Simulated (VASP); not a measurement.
Input of a VASP 6.6.1 run:

INCAR

```
SYSTEM = H15C2NO6
PREC     = Accurate       ! precision mode
ENCUT    = 520            ! plane-wave cutoff, eV
EDIFF    = 1E-7           ! SCF threshold, eV
ISMEAR   = -1             ! smearing method
SIGMA    = 0.02           ! smearing width, eV
LREAL    = Auto         
LASPH    = .True.         ! aspherical terms in the spheres
NELM     = 60             ! most SCF steps
ALGO     = Normal         ! electronic algorithm
ISIF     = 2              ! what is computed and relaxed
LWAVE    = .False.        ! write WAVECAR
LCHARG   = .False.        ! write CHGCAR
GGA      = CA             ! functional
NBANDS   = 50             ! bands
```

The input KPOINTS:

```
Automatic mesh
0
Gamma
  1 1 1
  0 0 0
```

The input POSCAR:

```
H15C2NO6
1.0
    6.4392770000      0.0000000000      0.0000000000
    0.0000000000      6.4392770000      0.0000000000
    0.0000000000      0.0000000000      6.4392770000
O H C N
6 15 2 1
Direct
    0.1693047216      0.9178359620      0.6945500248
    0.5534161677      0.1634655568      0.2085327281
    0.3432372920      0.3403332393      0.6252875905
    0.4399717546      0.4912973925      0.0048763238
    0.8613855251      0.9021043822      1.1699139515
    0.2019636677      1.0387501578      0.3034812759
    0.2889144232      0.8602518575      0.7654275472
    0.0458902451      0.8176073183      0.7150336909
    0.5373739940      0.2845039901      0.1113944935
    0.3967681465      0.1054621505      0.2152260262
    0.4016134109      0.3022544301      0.4921670554
    0.2479160316      0.2132382253      0.6683980205
    0.3157963231      0.5019973516      0.0865935725
    0.3994703132      0.4925708274     -0.1462586561
    0.8382152220      0.8096716448      1.0443874367
    0.7274729756      0.9983884837      1.1714513912
    0.0687188950      0.9999414531      0.2334578867
    0.2078338919      0.9705437427      0.4460283352
    0.9388942268      0.4842935007      0.2968345670
    1.0378960247      0.2715522255      0.4386672603
    0.7485312404      0.2939149846      0.3739860857
    0.9043095987      0.3706161422      0.4161026152
    0.8929729223      0.5019197031      0.5961849444
    0.8694143768      0.6238743884      0.7240719727
```

Potentials or basis: VASP PAW LDA potentials, release 64 (O, H, C, N).

Command:

```console
$ cat potpaw_LDA.64/O/POTCAR potpaw_LDA.64/H/POTCAR potpaw_LDA.64/C/POTCAR potpaw_LDA.64/N/POTCAR > POTCAR
$ mpirun -np 1 vasp_gam > vasp.out
```

Q: Estimate the pressure.

A: -1.2 GPa.

Q: What does it give for the largest force?

A: 2.891 eV/Å.

Forces on the atoms (eV/Å):
```
O   -0.680  0.020 -0.210
O   -0.804 -0.260 -0.110
O   -1.844 -1.575  1.575
O    0.567  0.385 -0.946
O   -1.486 -0.400 -1.462
O    0.856  0.087  0.659
H    0.215 -0.258  0.278
H    0.624  0.434 -0.011
H    0.149  0.124 -0.200
H    0.824 -0.113  0.580
H    0.381 -0.353 -0.737
H    1.608  1.727 -0.655
H   -0.788  0.211  0.348
H    0.193 -0.652  0.370
H    0.371  0.763  1.038
H    0.813 -0.320  0.233
H   -0.648 -0.533 -0.266
H   -0.216  0.169 -0.555
H    0.188  0.360 -0.967
H    0.300 -0.793 -0.438
H    0.988  0.150  0.329
C   -1.163  0.783  1.285
C   -0.665 -1.164 -1.698
N    0.218  1.206  1.562
```

Caveat: the standard files for N, O and F lose accuracy on very short bonds.
